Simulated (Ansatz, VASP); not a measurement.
Os: VASP beside Ansatz

Contents of POSCAR:

```
Os
1.0
    2.7341000000      0.0000000000      0.0000000000
   -1.3670500000      2.3678000565      0.0000000000
    0.0000000000      0.0000000000      4.3197000000
Os
2
Direct
    0.6666666667      0.3333333333      0.7500000000
    0.3333333333      0.6666666667      0.2500000000
```

Contents of INCAR.step1:

```
SYSTEM = Os
PREC     = Accurate       ! precision mode
ENCUT    = 600            ! plane-wave cutoff, eV
EDIFF    = 1E-8           ! SCF threshold, eV
ISMEAR   = -1             ! smearing method
SIGMA    = 0.05           ! smearing width, eV
LREAL    = .False.        ! projectors in reciprocal space
LASPH    = .True.         ! aspherical terms in the spheres
NELM     = 100            ! most SCF steps
ALGO     = Fast           ! electronic algorithm
ISIF     = 3              ! what is computed and relaxed
LWAVE    = .False.        ! write WAVECAR
LCHARG   = .False.        ! write CHGCAR
GGA      = PE             ! functional
IBRION   = 2              ! ionic algorithm
NSW      = 40             ! ionic steps
EDIFFG   = -0.002         ! ionic threshold
```

INCAR.step2

```
SYSTEM = Os
PREC     = Accurate       ! precision mode
ENCUT    = 600            ! plane-wave cutoff, eV
EDIFF    = 1E-8           ! SCF threshold, eV
ISMEAR   = -1             ! smearing method
SIGMA    = 0.05           ! smearing width, eV
LREAL    = .False.        ! projectors in reciprocal space
LASPH    = .True.         ! aspherical terms in the spheres
NELM     = 100            ! most SCF steps
ALGO     = Fast           ! electronic algorithm
ISIF     = 3              ! what is computed and relaxed
LWAVE    = .False.        ! write WAVECAR
LCHARG   = .False.        ! write CHGCAR
GGA      = PE             ! functional
IBRION   = 6              ! ionic algorithm
NFREE    = 2            
POTIM    = 0.015          ! step
NSW      = 1              ! ionic steps
```

The input KPOINTS:

```
Automatic mesh
0
Gamma
  8 8 5
  0 0 0
```

File input.yaml:

```yaml
crystal:
  lattice:
    - [2.7341, 0.0, 0.0]
    - [-1.36705, 2.3678000565, 0.0]
    - [0.0, 0.0, 4.3197]
  atoms:
    - { symbol: Os, position: [0.6666666667, 0.3333333333, 0.75] }
    - { symbol: Os, position: [0.3333333333, 0.6666666667, 0.25] }
hamiltonian:
  xc: pbe
  pseudopotentials: { kind: paw }
kpoints:
  mp_grid: { grid: [8, 8, 5] }
scf:
  occupations: { method: fermi_dirac, width: 0.05 }
output:
  forces: true
  stress: true
elastic:
  mode: relaxed_ion
  stencil: two_point
```

Alike in both runs: task elastic constants; functional PBE; k mesh 8 × 8 × 5; occupations fermi-dirac, width 0.05 eV; no spin polarisation.

|  | VASP | Ansatz |
| --- | --- | --- |
| version | VASP 6.6.1 | Ansatz 0.2.0 |
| potentials or method | VASP PAW PBE potentials, release 64 (Os) | Ansatz PAW |
| plane-wave cutoff (eV) | 600 | 420 |
| valence electrons in the cell | 16 | 32 |

```tsv
	VASP	Ansatz	Ansatz less VASP
elastic constant that differs most (GPa)	836	890	+54.7
Voigt bulk modulus (GPa)	408	438	+30.0
```

The two sets of potentials don't hold the same shells in valence.

Caveats: the cell is more than 3 GPa from zero pressure, which shifts response properties (Ansatz); elastic constants of metals need much finer meshes, so these are rough (Ansatz). The runs have no spin-orbit coupling, so splittings on Os are missing.
